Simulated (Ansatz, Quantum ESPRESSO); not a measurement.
# SiO2 (001), stishovite: a film clamped to its substrate

A thin film takes the in-plane lattice of its substrate and is free along the normal. How do the free axis and the stress follow the misfit? The strained cell has c along the film normal; unstrained it is a = 4.1868 Å, b = 4.1868 Å, c = 2.6756 Å, α = 90.00°, β = 90.00°, γ = 90.00°, with 6 atoms.

Calculated with Quantum ESPRESSO 7.5, PBEsol, PseudoDojo 0.4.1 norm-conserving potentials, cutoff 1170 eV, Fermi–Dirac smearing 0.02 eV, k-mesh 7×7×10, no spin polarisation, no spin-orbit coupling.

Relaxed positions at 0 %:

```
atom       x       y       z
  Si  0.0000  0.0000  0.0000
  Si  0.5000  0.5000  0.5000
   O  0.3060  0.3060  0.0000
   O  0.1940  0.8060  0.5000
   O  0.6940  0.6940  0.0000
   O  0.8060  0.1940  0.5000
```

```
ε∥ (%)   a (Å)   c (Å)  ε⊥ (%)  σ (GPa, tension positive)
    −3  4.0612  2.7212   1.704                     −19.05
    −2  4.1031  2.7050   1.096                     −12.01
     0  4.1868  2.6756   0.000                      −0.01
     1  4.2287  2.6625  −0.491                       4.94
     2  4.2706  2.6502  −0.952                       9.19
     3  4.3124  2.6387  −1.382                      12.76
```

**Question.** Fit both responses and give the free strain and the stress at −1 %, a row left out above.

Least squares with y = y0 + y1 ε + y2 ε² (ε in %) gives ε⊥ = 0.002 + (−0.5135) ε + (0.0177) ε² and σ = −0.01 + (5.301) ε + (−0.348) ε² GPa. The linear terms put the ratio of free to applied strain at −0.514 and the biaxial modulus at 530 GPa.

At −1 % the free strain comes out as 0.533 %. The run itself gives 0.528 %, so the estimate misses by 0.005 %; the fitted rows themselves lie up to 0.004 % off the law.

The stress comes out as −5.66 GPa. The run itself gives −5.66 GPa, so the estimate misses by 0.00 GPa, a rounding's worth.

With c as the unique axis, zero normal stress gives ε⊥/ε∥ = −2C13/C33 for relaxed atoms, so 2C13/C33 is about 0.51.

The negative ε² term means that the crystal stiffens in compression and softens in tension.

The same fit over all rows at other levels or in other programs gives the strain ratio = −0.525 with PBEsol (Ansatz) and −0.525 with PBEsol (Quantum ESPRESSO, GBRV).

[Logs are printed without paths, hosts, clocks, repeated set-up lines and the standing remarks that a program may print on its own settings, such as how far it seeks lower states.]
